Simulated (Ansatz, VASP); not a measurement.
# KBr in VASP and in Ansatz

```xyz
2
Lattice="0.0000 3.2749 3.4059 3.2749 0.0000 3.4059 3.2749 3.2749 0.0000" Properties=species:S:1:pos:R:3 pbc="T T T"
K     0.0000    0.0000    0.0000
Br    3.2749    3.2749    3.4059
```

Change from the starting cell: strain +0.000 along x and y, +0.040 along z, atoms carried along.

Alike in both runs: task single point; functional PBEsol; k mesh 6 × 6 × 6; occupations gaussian, width 0.05 eV; no spin polarisation.

|  | VASP | Ansatz |
| --- | --- | --- |
| version | VASP 6.6.1 | Ansatz 0.2.0 |
| potentials or method | VASP PAW PBE potentials, release 64 (K_sv, Br) | scalar-relativistic, plane waves, PAW |
| plane-wave cutoff (eV) | 520 | 420 |
| valence electrons in the cell | 16 | 16 |

```csv
,VASP,Ansatz,Ansatz less VASP
gap on the k mesh at the Fermi level (eV),4.23,4.24,+0.003
least direct gap on the mesh (eV),4.23,4.24,+0.003
pressure (GPa),-0.4,-0.5,-0.04
largest component of the traceless stress (GPa),0.63,0.61,-0.014
```

Caveats: the PAW data sets were made with another functional, which shifts forces and pressure a little (VASP).
